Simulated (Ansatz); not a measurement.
AlN: stiffness from a series of strains

```
CELL_PARAMETERS angstrom
0.00000 1.97800 1.97800
1.97800 0.00000 1.97800
1.97800 1.97800 0.00000
ATOMIC_POSITIONS crystal
Al 0.00000 0.00000 0.00000
N 0.50000 0.50000 0.50000
```

Atom numbers follow the list: Al1, N2.

The geometry is COD entry 1523095, unchecked; take it as a test cell.

All numbers below come from DFT, PBE, all-electron LAPW, scalar-relativistic in Ansatz 0.2.0.

The runs use a Γ-centred 10×10×10 k mesh, Fermi–Dirac smearing of 0.02 eV, basis error target 1 meV/atom, no spin polarisation.

The strain is applied along the Cartesian axes of the cell as listed (γ is the engineering shear, twice εxy = εyz = εzx). Fractional coordinates are held (clamped ions).

σ is the change of stress from the unstrained cell, which is at 25.5 GPa; tension is positive, so slopes are stress–strain coefficients at that pressure.

Only quantities that a quadratic follows smoothly over the whole series are listed; rougher ones are left out.

```
      γ  σxy (GPa)
-0.0300      -9.85
-0.0200      -6.67
-0.0100      -3.39
 0.0000       0.00
 0.0200       7.06
 0.0300      10.73
```

Fit the series and read off the stiffness at zero strain.

Least-squares fits y = p0 + p1 x + p2 x² to the rows give σxy (GPa): p1 = 343, p2 = 490. So C44 (clamped ions) = 343 GPa.

One run, at γ = 0.0100, is withheld. Predict its row.

The fits give 3.48; the run gave 3.48.
